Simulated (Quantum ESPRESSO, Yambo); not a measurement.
# CdTe (F-43m): G0W0 in Yambo against the bands

How does the gap of CdTe (F-43m) converge in the bands?

Program: Yambo 5.3.0. Level of theory: PBE and many-body steps on it, plane waves. Results are calculated unless marked as measured.

This is a report of a sequence of runs, with most program output left out.

### Step 1. The starting structure

Symmetry: F-43m, No. 216, cubic system. Conventional cell: a = 6.480 Å, b = 6.480 Å, c = 6.480 Å, α = 90.00°, β = 90.00°, γ = 90.00°. Nearest to Cd lie 4 Te at 2.81 Å. Nearest to Te lie 4 Cd at 2.81 Å. Farther neighbours and most contacts between anions are not listed.

Structure file:

```cif
data_structure
_symmetry_space_group_name_H-M 'F-43m'
_symmetry_Int_Tables_number 216
_cell_length_a 6.4800
_cell_length_b 6.4800
_cell_length_c 6.4800
_cell_angle_alpha 90.000
_cell_angle_beta 90.000
_cell_angle_gamma 90.000
_cell_volume 272.10
loop_
_atom_site_label
_atom_site_type_symbol
_atom_site_symmetry_multiplicity
_atom_site_Wyckoff_symbol
_atom_site_fract_x
_atom_site_fract_y
_atom_site_fract_z
_atom_site_occupancy
Cd1 Cd 4 a 0.00000 0.00000 0.00000 1
Te1 Te 4 d 0.25000 0.25000 0.75000 1
```

The cell and positions come from the Crystallography Open Database and are kept as given unless a step says otherwise. Spin-orbit coupling is left out unless a step names it.

### Step 2. 38 bands

This step: Yambo 5.3.0; G0W0 on PBE, plane waves, norm-conserving pseudopotentials.

G0W0 replaces the xc potential by the self-energy, built once from these orbitals. Only a window of levels is corrected, while the sums run over the empty bands that the input names.

Contents of gw1.in:

```
HF_and_locXC
gw0
dyson
ppa
em1d
rim_cut
RandQpts= 1000000
RandGvec= 1 RL
EXXRLvcs= 94 Ry
VXCRLvcs= 376 Ry
Chimod= "HARTREE"
% BndsRnXp
 1 | 38 |
%
NGsBlkXp= 11 Ry
% LongDrXp
 1 | 1 | 1 |
%
% GbndRnge
 1 | 38 |
%
DysSolver= "n"
ExtendOut
PPAPntXp= 27.21138 eV
% QPkrange
 1 | 1 | 21 | 24 |
%
```

On the command line:

```sh
$ OMP_NUM_THREADS=1 mpirun -n 4 yambo -F gw1.in -J gw1 -C gw1 > gw1.log
```

It took 51 s on 4 MPI ranks of Arm Neoverse V1, shared host; peak memory 2.3 GiB.

This step gave:

- G0W0 gap on the points computed: 1.639 eV
- starting gap on the mesh: 0.7705 eV
- k of the valence top: 0, 0, 0
- k of the conduction bottom: 0, 0, 0
- least direct G0W0 gap on the computed points: 1.639 eV
- Z at the valence top: 0.7954
- Z at the conduction bottom: 0.8110

The gap on the mesh goes from 0.77 eV to 1.64 eV, a correction of +0.87 eV.

### Step 3. 57 bands

Contents of gw2.in:

```
HF_and_locXC
gw0
dyson
ppa
em1d
rim_cut
RandQpts= 1000000
RandGvec= 1 RL
EXXRLvcs= 94 Ry
VXCRLvcs= 376 Ry
Chimod= "HARTREE"
% BndsRnXp
 1 | 57 |
%
NGsBlkXp= 11 Ry
% LongDrXp
 1 | 1 | 1 |
%
% GbndRnge
 1 | 57 |
%
DysSolver= "n"
ExtendOut
PPAPntXp= 27.21138 eV
% QPkrange
 1 | 1 | 21 | 24 |
%
```

On the command line:

```sh
$ OMP_NUM_THREADS=1 mpirun -n 4 yambo -F gw2.in -J gw2 -C gw2 > gw2.log
```

It took 92 s on 4 MPI ranks; peak memory 2.3 GiB.

This step gave:

```
G0W0 gap on the points computed              : 1.599 eV
starting gap on the mesh                     : 0.7705 eV
k of the valence top                         : 0, 0, 0
k of the conduction bottom                   : 0, 0, 0
least direct G0W0 gap on the computed points : 1.599 eV
Z at the valence top                         : 0.7966
Z at the conduction bottom                   : 0.8115
```

Against the run before, the gap moves by −0.041 eV.

### Step 4. 93 bands

Contents of gw3.in:

```
HF_and_locXC
gw0
dyson
ppa
em1d
rim_cut
RandQpts= 1000000
RandGvec= 1 RL
EXXRLvcs= 94 Ry
VXCRLvcs= 376 Ry
Chimod= "HARTREE"
% BndsRnXp
 1 | 93 |
%
NGsBlkXp= 11 Ry
% LongDrXp
 1 | 1 | 1 |
%
% GbndRnge
 1 | 93 |
%
DysSolver= "n"
ExtendOut
PPAPntXp= 27.21138 eV
% QPkrange
 1 | 1 | 21 | 24 |
%
```

On the command line:

```sh
$ OMP_NUM_THREADS=1 mpirun -n 4 yambo -F gw3.in -J gw3 -C gw3 > gw3.log
```

Elapsed: 2.8 min, on 4 MPI ranks; peak memory 2.4 GiB; 11 min of CPU time.

This step gave:

```yaml
g0w0_gap_on_the_points_computed: 1.525 eV
starting_gap_on_the_mesh: 0.7705 eV
k_of_the_valence_top: 0, 0, 0
k_of_the_conduction_bottom: 0, 0, 0
least_direct_g0w0_gap_on_the_computed_points: 1.525 eV
```

Against the run before, the gap moves by −0.074 eV.

### Step 5. 153 bands

Contents of gw4.in:

```
HF_and_locXC
gw0
dyson
ppa
em1d
rim_cut
RandQpts= 1000000
RandGvec= 1 RL
EXXRLvcs= 94 Ry
VXCRLvcs= 376 Ry
Chimod= "HARTREE"
% BndsRnXp
 1 | 153 |
%
NGsBlkXp= 11 Ry
% LongDrXp
 1 | 1 | 1 |
%
% GbndRnge
 1 | 153 |
%
DysSolver= "n"
ExtendOut
PPAPntXp= 27.21138 eV
% QPkrange
 1 | 1 | 21 | 24 |
%
```

On the command line:

```sh
$ OMP_NUM_THREADS=1 mpirun -n 4 yambo -F gw4.in -J gw4 -C gw4 > gw4.log
```

Run time: 4.8 min. Hardware: 4 MPI ranks; peak memory 2.3 GiB.

Numbers from this step:

* G0W0 gap on the points computed: 1.544 eV
* starting gap on the mesh: 0.7705 eV
* k of the valence top: 0, 0, 0
* k of the conduction bottom: 0, 0, 0
* least direct G0W0 gap on the computed points: 1.544 eV

Against the run before, the gap moves by +0.019 eV.

### Step 6. 225 bands

Contents of gw5.in:

```
HF_and_locXC
gw0
dyson
ppa
em1d
rim_cut
RandQpts= 1000000
RandGvec= 1 RL
EXXRLvcs= 94 Ry
VXCRLvcs= 376 Ry
Chimod= "HARTREE"
% BndsRnXp
 1 | 225 |
%
NGsBlkXp= 11 Ry
% LongDrXp
 1 | 1 | 1 |
%
% GbndRnge
 1 | 225 |
%
DysSolver= "n"
ExtendOut
PPAPntXp= 27.21138 eV
% QPkrange
 1 | 1 | 21 | 24 |
%
```

On the command line:

```sh
$ OMP_NUM_THREADS=1 mpirun -n 4 yambo -F gw5.in -J gw5 -C gw5 > gw5.log
```

Run time: 7.4 min. Hardware: 4 MPI ranks; peak memory 2.6 GiB; 30 min of CPU time.

Numbers from this step:

```
G0W0 gap on the points computed              : 1.557 eV
starting gap on the mesh                     : 0.7705 eV
k of the valence top                         : 0, 0, 0
k of the conduction bottom                   : 0, 0, 0
least direct G0W0 gap on the computed points : 1.557 eV
```

Against the run before, the gap moves by +0.013 eV.

### Step 7. 305 bands

Contents of gw6.in:

```
HF_and_locXC
gw0
dyson
ppa
em1d
rim_cut
RandQpts= 1000000
RandGvec= 1 RL
EXXRLvcs= 94 Ry
VXCRLvcs= 376 Ry
Chimod= "HARTREE"
% BndsRnXp
 1 | 305 |
%
NGsBlkXp= 11 Ry
% LongDrXp
 1 | 1 | 1 |
%
% GbndRnge
 1 | 305 |
%
DysSolver= "n"
ExtendOut
PPAPntXp= 27.21138 eV
% QPkrange
 1 | 1 | 21 | 24 |
%
```

On the command line:

```sh
$ OMP_NUM_THREADS=1 mpirun -n 4 yambo -F gw6.in -J gw6 -C gw6 > gw6.log
```

The job ended after 10 min (4 MPI ranks; peak memory 3.2 GiB).

This step gave:

```
G0W0 gap on the points computed              : 1.561 eV
starting gap on the mesh                     : 0.7705 eV
k of the valence top                         : 0, 0, 0
k of the conduction bottom                   : 0, 0, 0
least direct G0W0 gap on the computed points : 1.561 eV
```

Against the run before, the gap moves by +0.004 eV.

### Step 8. The runs together

Times are wall times on 4 MPI ranks of Arm Neoverse V1, shared host, good to a factor of about two.

```tsv
run	mesh	bands	screening cutoff (eV)	DFT gap (eV)	gap on the mesh (eV)	direct (eV)	time
38 bands	4×4×4	38	149.7	0.770	1.639	1.639	51 s
57 bands	4×4×4	57	149.7	0.770	1.599	1.599	92 s
93 bands	4×4×4	93	149.7	0.770	1.525	1.525	2.8 min
153 bands	4×4×4	153	149.7	0.770	1.544	1.544	4.8 min
225 bands	4×4×4	225	149.7	0.770	1.557	1.557	7.4 min
305 bands	4×4×4	305	149.7	0.770	1.561	1.561	10 min
```

### Step 9. Outcome

| Quantity | Value |
| --- | --- |
| 38 bands | 1.639 eV |
| 57 bands | 1.599 eV |
| 93 bands | 1.525 eV |
| 153 bands | 1.544 eV |
| 225 bands | 1.557 eV |
| 305 bands | 1.561 eV |
| known limits | not at the basis limit; no spin-orbit coupling; coarse k mesh |

**Reading.** The setting moved: bands. From 38 bands to 305 bands the gap moves by −0.08 eV, for 12 times the time, not steadily: it passes through 1.53 eV. It holds to 0.03 eV from 153 bands on. Bands and screening cutoff are coupled, so a series along one setting does not show full convergence. Bands and cutoff are finite, so the gap is not at the basis limit. The miss can reach some tenths of an eV and take either sign; the mesh is an error of its own. In the G0W0 runs levels were corrected at 1 k point alone, so a gap called «on the mesh» is the least over those, and an edge elsewhere would be missed. The 4×4×4 mesh is coarse for this cell, which bears on the long-range parts of exchange and screening. The many-body steps are scalar-relativistic: spin-orbit coupling is not in them.

[Paths, hosts, dates, memory and timing lines, banners, echoed tables and standing remarks are left out of the program output.]

[Logs are printed without paths, hosts, clocks, repeated set-up lines and the standing remarks that a program may print on its own settings, such as how far it seeks lower states.]

[Runs of the session that timed out or met a known fault of the program may be left out.]

[Hosts, paths, dates, database ids (printed as entryN), source tags and the programs' standing remarks are cut or masked in the printed files.]
